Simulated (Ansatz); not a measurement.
NiSb (Breithauptite) in Ansatz: the effect of starting spin order

NiSb (Breithauptite):

```
Sb Ni
1.0
     3.92800    0.00000    0.00000
    -1.96400    3.40175    0.00000
     0.00000    0.00000    5.12000
Sb Ni
2 2
Direct
  0.66667 0.33333 0.75000
  0.33333 0.66667 0.25000
  0.00000 0.00000 0.50000
  0.00000 0.00000 0.00000
```

Alike in all runs:

```yaml
Program: Ansatz 0.2.0
Task: single point
Functional: PBE
Potentials_or_basis: Ansatz PAW
Cutoff: "420 eV (not typed: the program's choice for these potentials)"
Occupations: fermi-dirac, width 0.05 eV
```

| starting spin order | k mesh | spin | starting moments | energy over the lowest run (meV/atom) | final net moment (μB) | final largest site moment (μB) |
| --- | --- | --- | --- | --- | --- | --- |
| spin off | 8 × 8 × 5 | no spin polarisation | - | 0.0 | 0.00 | 0.00 |
| fm | 8 × 8 × 5 | collinear spin, ferromagnetic start | [0.0, 0.0, 1.0, 1.0] μB | 0.0 | 0.00 | 0.00 |
| afm | 8 × 8 × 5 | collinear spin, antiferromagnetic start | [0.0, 0.0, 1.0, -1.0] μB | 0.0 | 0.00 | 0.00 |
| ferri | 8 × 8 × 5 | collinear spin, ferrimagnetic start | [0.0, 0.0, 1.0, -0.5] μB | 0.0 | 0.00 | 0.00 |
| random | 8 × 8 × 5 | collinear spin, random start | [0.0, 0.0, 0.82, -0.27] μB | 0.0 | 0.00 | 0.00 |
| noncollinear | 6 × 6 × 4 | non-collinear spin, random start | [[0.0, -0.0, -0.0], [-0.0, -0.0, -0.0], [-0.815, 0.015, -0.09], [0.118, 0.017, -0.242]] μB | ? | ? | ? |

Question: What does the run with starting spin order noncollinear give?

Answer: Energy over the lowest run 5.4 meV/atom; final net moment 0.00 μB; final largest site moment 0.00 μB.

Caveats: the starting moments weren't kept (some runs).
